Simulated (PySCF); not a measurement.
## Continuum solvent and chemical shifts

Bonds (- single, = double, # triple, : aromatic): N1-C2 1.477 Å, C2:C3 1.389 Å, C3:C4 1.394 Å, C4:C5 1.393 Å, C5:C6 1.395 Å, C6:C7 1.392 Å, C7:C2 1.390 Å. N1 carries H8, H9, H10; C3 carries H11; C4 carries H12; C5 carries H13; C6 carries H14; C7 carries H15. Formal charges: N1 +1.

Total charge +1.

GIAO PBE0/pcSseg-1 in PySCF 2.14 on one PBE0-D3(BJ)/def2-SVP conformer, non-relativistic, equivalent nuclei averaged. Solvents enter as an IEF-PCM continuum (benzene with ε = 2.3, acetonitrile with ε = 35.7) around the gas-phase geometry. Shifts are referred to TMS computed in the same medium.

Gas phase, δ in ppm: C5 143.9, C4/C6 140.8, C3/C7 125.8, C2 125.1, H13 8.42, H12/H14 8.28, H11/H15 7.60, H8/H9/H10 6.00. Dipole moment 7.21 D.

(1) How does each δ change in the continuum?

(2) Which nuclei move most (in ppm), and what does the model miss?

Answers

(1) 
| atoms | environment | Δδ, benzene | Δδ, acetonitrile |
| --- | --- | --- | --- |
| C5 | aromatic CH | -2.1 | -4.8 |
| C4/C6 | aromatic CH | -0.9 | -2.1 |
| C3/C7 | aromatic CH | +2.0 | +4.7 |
| C2 | aromatic carbon bearing nitrogen | +4.1 | +9.3 |
| H13 | hydrogen on an aromatic CH | -0.20 | -0.44 |
| H12/H14 | hydrogen on an aromatic CH | -0.14 | -0.29 |
| H11/H15 | hydrogen on an aromatic CH | +0.12 | +0.32 |
| H8/H9/H10 | hydrogen on an ammonium nitrogen | +0.23 | +0.51 |

Changes are relative to the gas phase. The dipole moment becomes 8.26 D in benzene, 9.55 D in acetonitrile.

(2) C2 (aromatic carbon bearing nitrogen, +9.3 ppm) in acetonitrile. A continuum only polarises the solute; specific hydrogen bonds, the anisotropy of aromatic solvents and changes of geometry or conformer are outside it, as are counter-ions.
